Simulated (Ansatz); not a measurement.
**SnSe: equation of state with PBE**

SnSe, a slab with vacuum:

```xyz
4
Lattice="4.2853 0.0000 0.0000 0.0000 4.2853 0.0000 0.0000 0.0000 10.9907" Properties=species:S:1:pos:R:3 pbc="T T T"
Sn    0.0000    2.1427    6.8996
Sn    2.1427    0.0000    4.0911
Se    0.0000    2.1427    4.2200
Se    2.1427    0.0000    6.7707
```

```json
{"Program": "Ansatz 0.2.0", "Task": "equation of state", "Functional": "PBE", "Potentials or basis": "all-electron LAPW, scalar-relativistic", "Basis error allowed": "0.001 eV/atom", "k mesh": "6 × 6 × 3", "Occupations": "fermi-dirac, width 0.05 eV", "Spin": "no spin polarisation"}
```

The equilibrium volume is 51.63 Å³/atom and the bulk modulus at fixed shape and positions is 25 GPa. The pressure derivative of the bulk modulus is 4.3.

Energy against volume, from the lowest point:
| volume (Å³/atom) | energy (meV/atom) |
| --- | --- |
| 47.431 | 31.14 |
| 48.440 | 17.30 |
| 49.449 | 7.77 |
| 50.458 | 2.14 |
| 51.468 | 0.00 |
| 52.477 | 1.01 |
| 53.486 | 4.86 |

All runs of the series together: 4.1 min on 2 threads of AMD EPYC 7R43 64-Core Processor (Zen 3), on a shared host.

Caveat: the cell was scaled at fixed shape and fractional positions, which overstates the stiffness of a crystal with free parameters, most of all of layers and chains.
